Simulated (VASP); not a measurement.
# MnO₂, DFT+U ground state: which settings are enough?

MnO₂, Pnnm (no. 58), 6 atoms in the cell. PBE, DFT+U; PAW potentials Mn_pv, O (PBE set). VASP 6.6.1.

Wanted: energy within 2 meV/atom; gap within 0.02 eV; site moments within 0.02 μB; forces within 0.01 eV/Å.

Hubbard U (eV): Mn shell d, U 4; LDAUTYPE: 2; Starting moments (muB): 5, -5, 0, 0, 0, 0.

POSCAR:
```
MnO2
1.0
    4.3305759700      0.0000000000      0.0000000000
    0.0000000000      4.4623126700      0.0000000000
    0.0000000000      0.0000000000      2.8624768000
Mn O
2 4
Direct
    0.5000000000      0.5000000000      0.5000000000
    0.0000000000      0.0000000000      0.0000000000
    0.2139923600      0.8229626700      0.5000000000
    0.2860076400      0.3229626700      0.0000000000
    0.7139923600      0.6770373300      0.0000000000
    0.7860076400      0.1770373300      0.5000000000
```

The series start from LMAXMIX: 4; Density mixing: linear for magnets; Electronic algorithm: Normal; Aspherical terms in the spheres: true; k-point spacing (1/Å): 0.3; Cutoff (eV): 400; Precision mode: Accurate. Each series keeps the choices made before it, and each single choice may use up half of a tolerance.

## LMAXMIX

| LMAXMIX | Energy less reference (meV/atom) | Gap (eV) | Site moments, largest deviation (μB) | Forces, largest deviation (eV/Å) | SCF iterations | Time (s) |
|---|---|---|---|---|---|---|
| 4 | 0.0 | 0.513 | 0.000 | 0.000 | 19 | 19 |
| 2 | 0.0 | 0.514 | 0.001 | 0.000 | 19 | 18 |

Chosen: 4; no other choice that stays within half of the tolerance saves 30 % of the time.

## Density mixing

| Density mixing | Energy less reference (meV/atom) | Gap (eV) | Site moments, largest deviation (μB) | Forces, largest deviation (eV/Å) | SCF iterations | Time (s) |
|---|---|---|---|---|---|---|
| linear for magnets | 0.0 | 0.513 | 0.000 | 0.000 | 19 | 19 |
| default | 0.0 | 0.513 | 0.000 | 0.000 | 17 | 16 |
| AMIX 0.2, AMIX_MAG 0.8 | 0.0 | 0.513 | 0.000 | 0.000 | 19 | 22 |

Chosen: linear for magnets.

## Electronic algorithm

| Electronic algorithm | Energy less reference (meV/atom) | Gap (eV) | Site moments, largest deviation (μB) | Forces, largest deviation (eV/Å) | SCF iterations | Time (s) |
|---|---|---|---|---|---|---|
| Normal | 0.0 | 0.513 | 0.000 | 0.000 | 19 | 19 |
| Fast | 0.0 | 0.514 | 0.000 | 0.000 | 19 | 18 |
| All | 0.0 | 0.513 | 0.000 | 0.000 | 24 | 27 |
| Damped | 0.0 | 0.513 | 0.000 | 0.000 | 32 | 23 |

Chosen: Normal.

## Aspherical terms in the spheres

| Aspherical terms in the spheres | Energy less reference (meV/atom) | Gap (eV) | Site moments, largest deviation (μB) | Forces, largest deviation (eV/Å) | SCF iterations | Time (s) |
|---|---|---|---|---|---|---|
| true | 0.0 | 0.513 | 0.000 | 0.000 | 19 | 19 |
| false | 24.9 | 0.441 | 0.034 | 0.007 | 18 | 16 |

Chosen: true.

## k-point spacing (1/Å)

| k-point spacing (1/Å) | Energy less reference (meV/atom) | Gap (eV) | Site moments, largest deviation (μB) | Forces, largest deviation (eV/Å) | SCF iterations | Time (s) |
|---|---|---|---|---|---|---|
| 0.6 | 1.4 | 0.512 | 0.002 | 0.008 | 19 | 7.5 |
| 0.45 | 0.5 | 0.512 | 0.001 | 0.003 | 18 | 11 |
| 0.35 | 0.1 | 0.513 | 0.000 | 0.001 | 19 | 14 |
| 0.3 | 0.1 | 0.513 | 0.000 | 0.001 | 19 | 19 |
| 0.25 | 0.1 | 0.513 | 0.000 | 0.001 | 19 | 31 |
| 0.2 (reference) | 0.0 | 0.513 | 0.000 | 0.000 | 19 | 55 |

Chosen: 0.45, the loosest value from which every tighter one stays within half of the tolerance.

## Cutoff (eV)

| Cutoff (eV) | Energy less reference (meV/atom) | Gap (eV) | Site moments, largest deviation (μB) | Forces, largest deviation (eV/Å) | SCF iterations | Time (s) |
|---|---|---|---|---|---|---|
| 300 | -99.3 | 0.502 | 0.006 | 0.034 | 19 | 10 |
| 350 | -32.1 | 0.500 | 0.001 | 0.025 | 19 | 12 |
| 400 | -9.3 | 0.512 | 0.001 | 0.003 | 18 | 11 |
| 450 | 1.4 | 0.516 | 0.000 | 0.002 | 18 | 16 |
| 520 | 3.8 | 0.515 | 0.000 | 0.002 | 18 | 15 |
| 700 (reference) | 0.0 | 0.517 | 0.000 | 0.000 | 19 | 24 |

Chosen: 700; the next looser run is off by more than half of the tolerance, so convergence isn't shown beyond this value.

## Precision mode

| Precision mode | Energy less reference (meV/atom) | Gap (eV) | Site moments, largest deviation (μB) | Forces, largest deviation (eV/Å) | SCF iterations | Time (s) |
|---|---|---|---|---|---|---|
| Accurate | 0.0 | 0.517 | 0.000 | 0.000 | 19 | 24 |
| Normal | 0.0 | 0.517 | 0.000 | 0.000 | 19 | 18 |

Chosen: Accurate.

## All choices together

| Input | Energy less reference (meV/atom) | Gap (eV) | Site moments, largest deviation (μB) | Forces, largest deviation (eV/Å) | Time (s) |
|---|---|---|---|---|---|
| U tags alone: default cutoff, precision, mixing, smearing and parallel starting moments (naive) | 18.2 | 0.000 | 6.015 | 0.079 | 8.1 |
| chosen settings | 0.5 | 0.517 | 0.001 | 0.003 | 24 |
| reference settings throughout | 0.0 | 0.517 | 0.000 | 0.000 | 114 |

The chosen settings stay within the tolerance of the reference run, but the reference itself isn't shown to be converged in: Cutoff (eV).

Values of the reference run: Site moments: 2.931, -2.931, -0.015, 0.015, 0.015, -0.015 μB.

## The input

INCAR:
```
SYSTEM = MnO2
PREC = Accurate
ENCUT = 700
EDIFF = 1E-6
NELM = 200
ALGO = Normal
ISMEAR = 0
SIGMA = 0.05
LREAL = .FALSE.
LASPH = .TRUE.
LMAXMIX = 4
LORBIT = 11
LWAVE = .FALSE.
LCHARG = .FALSE.
GGA = PE
ISPIN = 2
MAGMOM = 5 -5 0 0 0 0
ISIF = 2
AMIX = 0.2
BMIX = 1E-4
AMIX_MAG = 0.8
BMIX_MAG = 1E-4
LDAU = .TRUE.
LDAUTYPE = 2
LDAUL = 2 -1
LDAUU = 4 0
LDAUJ = 0 0
LDAUPRINT = 1
```

KPOINTS:
```
Automatic mesh
0
Gamma
  4 4 5
  0 0 0
```

Commands:
```
cat potpaw_PBE.64/Mn_pv/POTCAR potpaw_PBE.64/O/POTCAR > POTCAR
mpirun -np 4 vasp_std > vasp.out
```

Limits: Magnetic orders weren't compared, so this needn't be the magnetic ground state.

The chosen input took VASP 6.6.1 24 s on 4 cores (Intel Xeon 6975P-C (Granite Rapids)), a shared host.

## An input that fails: wrong count of Hubbard values

VASP's message: Error reading item LDAUU from file INCAR. Error code was IERR= 5.

Changes against the starting input:
```
- NELM = 200
- LDAUL = 2 -1
- LDAUU = 4 0
+ NELM = 60
+ LDAUL = 2 2 2 2 2
+ LDAUU = 4
```
